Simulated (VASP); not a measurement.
# A VASP study of Bi (r2SCAN): structure first, properties next, part 4 of 5

Wanted: the relaxed cell of Bi and its properties. The start is a computed cell from the Materials Project.

VASP 6.6.1; r2SCAN; plane waves and PAW (Bi_d).

So far. Step 4 (Bands along the symmetry lines (r2SCAN)): There is no gap at this level. Step 5 (Total and projected DOS (r2SCAN)): The finer mesh and the other smearing move the Fermi level by +0.04 eV from the 6×6×4 run, a small shift, which tests the Fermi level alone. Of the states within 0.3 eV of the Fermi level, the largest shares in the PAW spheres are Bi p 46 % and Bi s 6 %. The rest lies in smaller channels or between the spheres.

The starting crystal is not the ambient structure of Bi (space group No. 166); it is a model or a phase of other conditions.

### Step 6. Zone-centre phonons (r2SCAN)

Zone-centre modes test whether the atoms sit at a minimum within this cell. IBRION = 6 takes the force constants from differences of forces between displaced cells, so the forces must be tight.

The input, INCAR:

```
SYSTEM = Bi
PREC = Accurate
ENCUT = 400
EDIFF = 1E-08
NELM = 100
ISMEAR = 1
SIGMA = 0.2
LREAL = .FALSE.
ALGO = Normal
METAGGA = R2SCAN
LASPH = .TRUE.
NBANDS = 37
LORBIT = 11
LWAVE = .FALSE.
LCHARG = .FALSE.
KPAR = 4
IBRION = 6
NFREE = 2
POTIM = 0.015
ISIF = 2
NSW = 1
```

The input, POSCAR:

```
Bi
1.0
    4.5736851378      0.0000000000      0.0997785231
    0.0000000000      4.5620271572      0.0000000000
   -0.1966821687      0.0000000000      6.5862736457
Bi
4
Direct
    0.7498865236      0.7500000000      0.7507821817
    0.2501134764      0.2500000000      0.2492178183
    0.7485980577      0.7500000000      0.2514715859
    0.2514019423      0.2500000000      0.7485284141
```

The input, KPOINTS:

```
Automatic mesh
0
Gamma
9 9 6
0 0 0
```

PAW data sets: Bi_d (PBE family, release 64).

Run with:

```bash
$ mpirun -np 4 vasp_std
```

The log of the run:

```text
[... set-up lines as in an earlier step ...]
 entering main loop
       N       E                     dE             d eps       ncg     rms          rms(c)
DAV:   1     0.453026336960E+03    0.45303E+03   -0.28324E+04 10368   0.171E+03
DAV:   2    -0.173265344245E+03   -0.62629E+03   -0.61641E+03 10401   0.503E+02
DAV:   3    -0.244183975980E+03   -0.70919E+02   -0.69575E+02 12185   0.196E+02
DAV:   4    -0.247394253577E+03   -0.32103E+01   -0.31971E+01 11811   0.449E+01
DAV:   5    -0.247572174624E+03   -0.17792E+00   -0.17789E+00 13612   0.887E+00    0.172E+00
DAV:   6    -0.233701616102E+03    0.13871E+02   -0.36981E+00 12512   0.239E+01    0.119E+00
DAV:   7    -0.233700683713E+03    0.93239E-03   -0.34335E-02 14248   0.156E+00    0.806E-01
DAV:   8    -0.233714483126E+03   -0.13799E-01   -0.99415E-02 12073   0.278E+00    0.236E-01
DAV:   9    -0.233712157386E+03    0.23257E-02   -0.87192E-03 13456   0.862E-01    0.130E-01
DAV:  10    -0.233711352383E+03    0.80500E-03   -0.42858E-03 12470   0.691E-01    0.268E-02
DAV:  11    -0.233711359496E+03   -0.71137E-05   -0.15030E-04 12738   0.865E-02    0.132E-02
DAV:  12    -0.233711357109E+03    0.23879E-05   -0.23565E-05 13469   0.375E-02    0.509E-03
DAV:  13    -0.233711357944E+03   -0.83522E-06   -0.30030E-06 12750   0.180E-02    0.135E-03
DAV:  14    -0.233711358207E+03   -0.26344E-06   -0.22964E-07 12722   0.494E-03    0.231E-04
DAV:  15    -0.233711358014E+03    0.19287E-06   -0.96302E-09  7249   0.931E-04    0.127E-04
DAV:  16    -0.233711358003E+03    0.11627E-07   -0.27065E-09  6470   0.413E-04    0.590E-05
DAV:  17    -0.233711357990E+03    0.13183E-07   -0.10025E-09  6290   0.409E-04    0.329E-05
DAV:  18    -0.233711357984E+03    0.53442E-08   -0.56821E-10  6210   0.223E-04
   1 F= -.23371136E+03 E0= -.23371101E+03  d E =-.105176E-02
 Found     6 degrees of freedom:
 Finite differences POTIM= 0.01500 DOF=   6
 bond charge predicted
       N       E                     dE             d eps       ncg     rms          rms(c)
DAV:   1    -0.233704928009E+03    0.64300E-02   -0.16171E+00 11863   0.626E+00    0.925E-02
DAV:   2    -0.233711527315E+03   -0.65993E-02   -0.39671E-02 14387   0.162E+00    0.426E-02
DAV:   3    -0.233711606279E+03   -0.78964E-04   -0.84160E-04 15338   0.406E-01    0.279E-02
DAV:   4    -0.233711632056E+03   -0.25777E-04   -0.83708E-05 14700   0.119E-01    0.142E-02
DAV:   5    -0.233711643074E+03   -0.11018E-04   -0.30172E-05 11146   0.522E-02    0.435E-03
DAV:   6    -0.233711644248E+03   -0.11740E-05   -0.37204E-06 12216   0.328E-02    0.255E-03
DAV:   7    -0.233711644091E+03    0.15726E-06   -0.11087E-06 15473   0.151E-02    0.107E-03
DAV:   8    -0.233711644074E+03    0.16374E-07   -0.12030E-07 12107   0.743E-03    0.449E-04
DAV:   9    -0.233711644150E+03   -0.76084E-07   -0.51266E-08  9486   0.249E-03    0.156E-04
DAV:  10    -0.233711644172E+03   -0.21440E-07   -0.13178E-08  6128   0.142E-03    0.862E-05
DAV:  11    -0.233711644165E+03    0.65302E-08   -0.35334E-09  6060   0.112E-03
   2 F= -.23371164E+03 E0= -.23371129E+03  d E =-.107735E-02
[... from here on, the cycles between the ionic steps are left out ...]
   3 F= -.23371154E+03 E0= -.23371119E+03  d E =-.102695E-02
   4 F= -.23371159E+03 E0= -.23371125E+03  d E =-.103925E-02
   5 F= -.23371159E+03 E0= -.23371125E+03  d E =-.103925E-02
   6 F= -.23371176E+03 E0= -.23371145E+03  d E =-.933180E-03
   7 F= -.23371187E+03 E0= -.23371163E+03  d E =-.725321E-03
   8 F= -.23371168E+03 E0= -.23371132E+03  d E =-.108382E-02
   9 F= -.23371150E+03 E0= -.23371116E+03  d E =-.102058E-02
  10 F= -.23371159E+03 E0= -.23371125E+03  d E =-.103931E-02
  11 F= -.23371159E+03 E0= -.23371125E+03  d E =-.103932E-02
  12 F= -.23371192E+03 E0= -.23371168E+03  d E =-.728719E-03
 Finite differences progress:
  Degree of freedom:   6/  6
  Displacement:        1/  2
  Total:              11/ 12
 bond charge predicted
       N       E                     dE             d eps       ncg     rms          rms(c)
DAV:   1    -0.233682289919E+03    0.29632E-01   -0.64937E+00 11372   0.124E+01    0.220E-01
DAV:   2    -0.233711229039E+03   -0.28939E-01   -0.18785E-01 13925   0.381E+00    0.104E-01
DAV:   3    -0.233711539552E+03   -0.31051E-03   -0.42032E-03 14583   0.979E-01    0.693E-02
DAV:   4    -0.233711620031E+03   -0.80479E-04   -0.47144E-04 13632   0.435E-01    0.357E-02
DAV:   5    -0.233711690769E+03   -0.70738E-04   -0.29957E-04 11097   0.153E-01    0.157E-02
DAV:   6    -0.233711709912E+03   -0.19143E-04   -0.51650E-05 11529   0.143E-01    0.851E-03
DAV:   7    -0.233711708997E+03    0.91459E-06   -0.15849E-05 16004   0.746E-02    0.383E-03
DAV:   8    -0.233711708794E+03    0.20304E-06   -0.28349E-06 11599   0.358E-02    0.127E-03
DAV:   9    -0.233711709225E+03   -0.43104E-06   -0.12705E-06 14105   0.142E-02    0.882E-04
DAV:  10    -0.233711709227E+03   -0.23620E-08   -0.16049E-07 11646   0.115E-02    0.362E-04
DAV:  11    -0.233711709244E+03   -0.16467E-07   -0.41480E-08  8364   0.414E-03    0.115E-04
DAV:  12    -0.233711709241E+03    0.26585E-08   -0.14284E-08  5870   0.123E-03
  13 F= -.23371171E+03 E0= -.23371140E+03  d E =-.932100E-03
 Finite differences progress:
  Degree of freedom:   6/  6
  Displacement:        2/  2
  Total:              12/ 12
```

Elapsed: 40 min, on 4 MPI ranks of Intel Xeon 6975P-C (Granite Rapids), shared host; peak memory 4.1 GiB.

From OUTCAR (step 6):

```text
   k-points           NKPTS =    140   k-points in BZ     NKDIM =    140   number of bands    NBANDS=     37

   NELECT =      60.0000    total number of electrons

 E-fermi :   6.4976

 k-point     1 :       0.0000    0.0000    0.0000
  band No.  band energies     occupation
    ...
     26       3.1886      2.00000
     27       3.2188      2.00000
     28       4.8489      2.00000
     29       4.8861      2.00000
     30       5.1463      2.00000
     31       9.4317     -0.00000
     32       9.6291     -0.00000
     33       9.9630     -0.00000
     34       9.9792     -0.00000
     35      11.8052      0.00000
    ...

  Total        0.8343418      0.9008734     -1.5205098      0.0000000      0.0000000      0.0987603
  in kB        9.7209307     10.4960909    -17.7154863      0.0000000      0.0000000      1.1506575
  external PRESSURE =       0.8338451 kB  Pullay stress =       0.0000000 kB

 POSITION                                       TOTAL-FORCE (eV/Angst)
 -----------------------------------------------------------------------------------
      3.28208      3.42152      5.01968         0.002620      0.000000      0.056042
      1.09492      1.14051      1.66637        -0.003270      0.000000      0.047498
      3.37439      3.42152      1.71595         0.006778      0.000000     -0.053822
      1.00261      1.14051      4.95510        -0.006128      0.000000     -0.049718
 -----------------------------------------------------------------------------------
    total drift:                               -0.000153     -0.000000     -0.000357

  FREE ENERGIE OF THE ION-ELECTRON SYSTEM (eV)
  ---------------------------------------------------
  free  energy   TOTEN  =      -233.7117092413 eV

  energy  without entropy=     -233.7107771409  energy(sigma->0) =     -233.71139854

 Eigenvectors and eigenvalues of the dynamical matrix
 ----------------------------------------------------

   1 f  =    1.263831 THz     7.940886 2PiTHz   42.156872 cm-1     5.226784 meV
             X         Y         Z           dx          dy          dz
      3.282079  3.421520  5.019679    -0.000000   -0.500610   -0.000000
      1.094924  1.140507  1.666373     0.000000    0.500610   -0.000000
      3.374392  3.421520  1.730955    -0.000000   -0.499390   -0.000000
      1.002611  1.140507  4.955097     0.000000    0.499390   -0.000000

   2 f  =    1.253143 THz     7.873730 2PiTHz   41.800352 cm-1     5.182581 meV
             X         Y         Z           dx          dy          dz
      3.282079  3.421520  5.019679     0.507070   -0.000000    0.016112
      1.094924  1.140507  1.666373    -0.507070    0.000000   -0.016112
      3.374392  3.421520  1.730955     0.492346   -0.000000    0.014666
      1.002611  1.140507  4.955097    -0.492346    0.000000   -0.014666

   3 f  =    0.784236 THz     4.927499 2PiTHz   26.159294 cm-1     3.243338 meV
             X         Y         Z           dx          dy          dz
      3.282079  3.421520  5.019679     0.000000   -0.499390    0.000000
      1.094924  1.140507  1.666373    -0.000000    0.499390    0.000000
      3.374392  3.421520  1.730955    -0.000000    0.500610    0.000000
      1.002611  1.140507  4.955097     0.000000   -0.500610    0.000000

   4 f  =    0.776698 THz     4.880136 2PiTHz   25.907849 cm-1     3.212162 meV
             X         Y         Z           dx          dy          dz
      3.282079  3.421520  5.019679    -0.492037   -0.000000   -0.021656
      1.094924  1.140507  1.666373     0.492037    0.000000    0.021656
      3.374392  3.421520  1.730955     0.506654   -0.000000    0.027071
      1.002611  1.140507  4.955097    -0.506654   -0.000000   -0.027071

   5 f  =    0.002283 THz     0.014343 2PiTHz    0.076146 cm-1     0.009441 meV
             X         Y         Z           dx          dy          dz
      3.282079  3.421520  5.019679     0.497990    0.000000   -0.048030
      1.094924  1.140507  1.666373     0.497990    0.000000   -0.048030
      3.374392  3.421520  1.730955     0.497411    0.000000   -0.047764
      1.002611  1.140507  4.955097     0.497411    0.000000   -0.047764

   6 f  =    0.000506 THz     0.003182 2PiTHz    0.016892 cm-1     0.002094 meV
             X         Y         Z           dx          dy          dz
      3.282079  3.421520  5.019679    -0.047863    0.000000   -0.497644
      1.094924  1.140507  1.666373    -0.047863    0.000000   -0.497644
      3.374392  3.421520  1.730955    -0.047932    0.000000   -0.497757
      1.002611  1.140507  4.955097    -0.047932    0.000000   -0.497757

   7 f  =    0.000447 THz     0.002807 2PiTHz    0.014901 cm-1     0.001847 meV
             X         Y         Z           dx          dy          dz
      3.282079  3.421520  5.019679     0.000000    0.500064    0.000000
      1.094924  1.140507  1.666373     0.000000    0.500064    0.000000
      3.374392  3.421520  1.730955     0.000000    0.499936    0.000000
      1.002611  1.140507  4.955097     0.000000    0.499936    0.000000

   8 f/i=    0.454973 THz     2.858677 2PiTHz   15.176252 cm-1     1.881615 meV
             X         Y         Z           dx          dy          dz
      3.282079  3.421520  5.019679     0.012899    0.000000   -0.498873
      1.094924  1.140507  1.666373    -0.012899    0.000000    0.498873
      3.374392  3.421520  1.730955     0.017953    0.000000   -0.500637
      1.002611  1.140507  4.955097    -0.017953    0.000000    0.500637

   9 f/i=    1.620677 THz    10.183016 2PiTHz   54.059976 cm-1     6.702580 meV
             X         Y         Z           dx          dy          dz
      3.282079  3.421520  5.019679    -0.024761    0.000000    0.500397
      1.094924  1.140507  1.666373     0.024761    0.000000   -0.500397
      3.374392  3.421520  1.730955     0.023972   -0.000000   -0.498412
      1.002611  1.140507  4.955097    -0.023972    0.000000    0.498412

  10 f/i=    3.470929 THz    21.808489 2PiTHz  115.777724 cm-1    14.354602 meV
             X         Y         Z           dx          dy          dz
      3.282079  3.421520  5.019679     0.000000    0.499936    0.000000
      1.094924  1.140507  1.666373     0.000000    0.499936    0.000000
      3.374392  3.421520  1.730955    -0.000000   -0.500064   -0.000000
      1.002611  1.140507  4.955097    -0.000000   -0.500064   -0.000000

  11 f/i=    3.478458 THz    21.855794 2PiTHz  116.028856 cm-1    14.385738 meV
             X         Y         Z           dx          dy          dz
      3.282079  3.421520  5.019679    -0.499522    0.000000   -0.014110
      1.094924  1.140507  1.666373    -0.499522    0.000000   -0.014110
      3.374392  3.421520  1.730955     0.500083   -0.000000    0.013984
      1.002611  1.140507  4.955097     0.500083   -0.000000    0.013984

  12 f/i=    3.997401 THz    25.116409 2PiTHz  133.338934 cm-1    16.531913 meV
             X         Y         Z           dx          dy          dz
      3.282079  3.421520  5.019679     0.013901    0.000000   -0.499844
      1.094924  1.140507  1.666373     0.013901    0.000000   -0.499844
      3.374392  3.421520  1.730955    -0.014193   -0.000000    0.499761
      1.002611  1.140507  4.955097    -0.014193   -0.000000    0.499761

 ELASTIC MODULI CONTR FROM IONIC RELAXATION (kBar)
 Direction    XX          YY          ZZ          XY          YZ          ZX
 --------------------------------------------------------------------------------
 XX          -0.4963     -0.3386     -0.5631      0.0000     -0.0000      0.0261
 YY          -0.3386     -0.2355     -0.3572      0.0000     -0.0000      0.0315
 ZZ          -0.5631     -0.3572     -0.7993     -0.0000      0.0000     -0.0518
 XY           0.0000      0.0000     -0.0000     -0.0693      0.0117      0.0000
 YZ          -0.0000     -0.0000      0.0000      0.0117     -0.0366     -0.0000
 ZX           0.0261      0.0315     -0.0518      0.0000     -0.0000     -0.0427
 --------------------------------------------------------------------------------

[... 8 parts as in an earlier step ...]

[... 8 further parts left out ...]
```

CONTCAR:

```
Bi
   1.00000000000000
     4.5736851378000001    0.0000000000000000    0.0997785231000000
     0.0000000000000000    4.5620271572000002    0.0000000000000000
    -0.1966821687000000    0.0000000000000000    6.5862736457000004
  Bi
     4
Direct
     0.7498865235999972    0.7500000000000000    0.7507821817000035
     0.2501134764000028    0.2500000000000000    0.2492178182999965
     0.7485001836917647    0.7500000000000001    0.2491956048092659
     0.2514019422999993    0.2500000000000000    0.7485284141000008
```

The last energy, forces, stress and levels in OUTCAR belong to the last displaced cell, not to the cell of POSCAR.

Numbers from this step:

```yaml
bands: 37
pressure_of_the_cell: 0.08221 GPa
largest_force_of_the_cell: 0.009582 eV/Å
```

Modes at Γ (negative means imaginary):

| mode | frequency (cm⁻¹) | symmetry |
| --- | --- | --- |
| 1 | -133.3 | Bu |
| 2 | -116.0 | Bu |
| 3 | -115.8 | Au |
| 4 | -54.1 | Ag |
| 5 | -15.2 | Ag |
| 6 | 0.0 | acoustic |
| 7 | 0.0 | acoustic |
| 8 | 0.1 | acoustic |
| 9 | 25.9 | Ag |
| 10 | 26.2 | Bg |
| 11 | 41.8 | Ag |
| 12 | 42.2 | Bg |

Displacements in mode 1 (-133.3 cm⁻¹), the largest set to 1:
```
Bi1  0.03  0.00 -1.00
Bi2  0.03  0.00 -1.00
Bi3 -0.03  0.00  1.00
Bi4 -0.03  0.00  1.00
```

Displacements in mode 4 (-54.1 cm⁻¹), the largest set to 1:
```
Bi1 -0.05  0.00  1.00
Bi2  0.05  0.00 -1.00
Bi3  0.05  0.00 -1.00
Bi4 -0.05  0.00  1.00
```

The three acoustic modes lie within 0.1 cm⁻¹ of zero, but 5 optical modes are imaginary, so the cell is a saddle point and not a minimum. By the characters of their eigenvectors the optical modes sort into (cm⁻¹) Raman active: Ag 54i, Ag 15i, Ag 26, Bg 26, Ag 42, Bg 42; infrared active: Bu 133i, Bu 116i, Au 116i. With a centre of inversion no mode is active in both.

(Continued in part 5 of 5.)

[Lines on the potential files, build, host, timing and source positions are cut from VASP's logs without a mark.]

[Logs are printed without paths, hosts, clocks, repeated set-up lines and the standing remarks that a program may print on its own settings, such as how far it seeks lower states.]

[Hosts, paths, dates, database ids (printed as entryN), source tags and the programs' standing remarks are cut or masked in the printed files.]

[A measured line is paired with the nearest computed mode of its activity, which favours agreement.]

[In band tables of VASP the shares of atoms and orbitals are scaled to a sum of 1 inside the atoms' spheres.]
